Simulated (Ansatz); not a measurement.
**Elastic constants of AlP at 7 GPa (stress–strain coefficients): input and output**

Level of theory: Ansatz, DFT LDA, scalar-relativistic, plane waves, PAW.

Launched with:
```bash
ansatz run input.yaml --threads 1 --pin off --max-ram 3072MiB --backend cpu --events-out ev --progress --plain --runs-dir out
```

Input (bare energies are in eV):
```yaml
crystal:
  lattice:
    - [0.0, 2.6563696573, 2.6563696573]
    - [2.6563696573, 0.0, 2.6563696573]
    - [2.6563696573, 2.6563696573, 0.0]
  atoms:
    - { symbol: Al, position: [0.0, 0.0, 0.0] }
    - { symbol: P, position: [0.75, 0.75, 0.75] }
basis:
  ecutwfc: 420
kpoints:
  mp_grid: { grid: [10, 10, 10] }
hamiltonian:
  xc: lda
scf:
  occupations: { method: fixed }
output:
  forces: true
  stress: true
  eigenvalues: true
  polarization: {}
elastic:
  mode: relaxed_ion
  stencil: two_point
```

From the output:
```
--- Elastic constants: 2 strain directions × 2 members + reference (group order 24) ---
  dense FFT box of the reference and of every strained cell: 27×27×27
  strains applied: 11, 23; error gains: componentwise 1.00 (the most a stress slope's error grows in a printed constant), spectral 1.73 (1 for all six strains in a standard setting)
  C = ∂σ_k/∂η_j (tension-positive GPa; Voigt order 11 22 33 23 13 12):
       156.799     97.918     97.918     -0.000      0.000      0.000
        97.918    156.799     97.918     -0.000      0.000     -0.000
        97.918     97.918    156.799     -0.000     -0.000      0.000
        -0.000      0.000      0.000     61.912     -0.000     -0.000
        -0.000     -0.000      0.000      0.000     61.912     -0.000
        -0.000      0.000     -0.000      0.000     -0.000     61.912
  reference stress σ⁰ (GPa):     -6.992     -6.992     -6.992     -0.000      0.000      0.000
  C* (energy form; C + prestress term) asymmetry max|C*_kj − C*_jk| = 4.263e-14 GPa — a small one proves nothing (zero by symmetry where the batch's group is 432, −43m or m−3m); a large one is finite-difference/SCF noise where every solve ...
  moduli (Voigt/Reuss/Hill, GPa): K = 117.54/117.54/117.54   G = 48.92/42.96/45.94   E = 121.94   ν = 0.327
  mechanically stable: yes (min eigenvalue of sym C = 58.88 GPa)
  e, the proper piezoelectric tensor (elastic.mode: relaxed_ion; C/m²; rows x y z; Voigt order 11 22 33 23 13 12):
      -0.00000   -0.00000   -0.00000   -0.20233   -0.00000    0.00000
       0.00000    0.00000    0.00000    0.00000   -0.20233   -0.00000
      -0.00000    0.00000   -0.00000   -0.00000   -0.00000   -0.20233
  ±, each entry's uncertainty from the finite density of the strings (C/m²), an estimate: the size of the correction for it that the entry includes:
       0.00000    0.00000    0.00000    0.00377    0.00000    0.00000
       0.00000    0.00000    0.00000    0.00000    0.00377    0.00000
       0.00000    0.00000    0.00000    0.00000    0.00000    0.00377
  the group's symmetry takes up to 1.3e-8 C/m² out of the measured responses: error of the strings' finite density and of the mesh across them, as far as it breaks the symmetry (raise kpoints.mp_grid and any string_points); the largest step ...
  strain η (Voigt 11):  stress-route row diagonal C_11 = 156.80 GPa, energy-path curvature d²(F+E_count+ΔE)/dδ²/Ω₀ = 156.82 GPa
         δ    σ_11 (GPa) F (eV) n_scf n_hpsi n_pw
    -2.000e-3      -7.3064       -1239.9849490       7   18050    748   relax 0 steps, max|allowed force component| 1.46e-16 eV/Å
     2.000e-3      -6.6792       -1239.9914975       7   18054    754   relax 0 steps, max|allowed force component| 1.32e-16 eV/Å
  strain η (Voigt 23):  stress-route row diagonal C_44 = 61.91 GPa, energy-path curvature d²(F+E_count+ΔE)/dδ²/Ω₀ = 65.42 GPa
         δ    σ_23 (GPa) F (eV) n_scf n_hpsi n_pw
    -2.000e-3      -0.1238       -1239.9882642       2   15777    748   relax 3 steps, max|allowed force component| 9.70e-8 eV/Å
     2.000e-3       0.1238       -1239.9882642       2   15783    748   relax 3 steps, max|allowed force component| 1.18e-7 eV/Å
--- Formal polarisation (Berry phase): one branch of a lattice of values; only differences between neighbouring runs are physical ---
  axis mesh electronic ionic p = total spread (rad) least overlap resolved gap  δp at fixed H ≤   (phases in cycles; p mod 1; gap in eV; gap and δp judge the states as solved, not the mesh's step, its ...
  b1    10×10×10        0.00000000     3.75000000     3.75000000      0.074472         0.9000        3.5671           1.8e-6
  b2    10×10×10        0.00000000     3.75000000     3.75000000      0.074472         0.9000        3.5671           1.8e-6
  b3    10×10×10       -0.00000000     3.75000000     3.75000000      0.074472         0.9000        3.5671           1.8e-6
  quantum along a1:   0.10020929 e/Å² =   160.552981 µC/cm²
  quantum along a2:   0.10020929 e/Å² =   160.552981 µC/cm²
  quantum along a3:   0.10020929 e/Å² =   160.552981 µC/cm²
  P = (  0.53144001,   0.53144001,   0.53144001) e/Å² = (  851.460763,   851.460763,   851.460763) µC/cm²  (mod the quanta)
```

It took 76 s on 1 thread of Intel(R) Xeon(R) Processor @ 2.70GHz, with other jobs on the host, peak memory 0.42 GiB.